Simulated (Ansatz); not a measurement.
**Pt: zone-centre modes**

Level of theory: DFT PBEsol, scalar-relativistic, plane waves, PAW in Ansatz 0.2.0. Cutoff 420 eV, Γ-centred 24×24×26 k-points, Gaussian smearing of 0.15 eV. Spin–orbit coupling is left out, which can shift energies with elements as heavy as these. No spin polarisation.

Reference structure (relaxed at this level):

```xyz
2
Lattice="0.0000 -1.9590 -1.9590 -1.9590 0.0000 -1.9590 1.9590 1.9590 -3.9181" Properties=species:S:1:pos:R:3 pbc="T T T"
Pt    0.0000    0.0000   -3.9181
Pt    0.0000    0.0000    0.0000
```

Harmonic modes by finite displacements of 0.02 Å, without the LO–TO term. The cell doubles the primitive one, so its zone centre also holds the primitive cell's point q = (0, 0, 1/2).

Task: At this geometry, is the structure stable against these modes?

Result: Yes: no mode is imaginary beyond 10 cm⁻¹, and only the three translations lie near zero.

Task: List the wavenumbers in cm⁻¹.

Result: 0, 0, 0, 96, 96, 198.

Cost: 1 run of about 9.5 core-minutes, on Intel Xeon Platinum 8375C (Ice Lake) (shared hosts).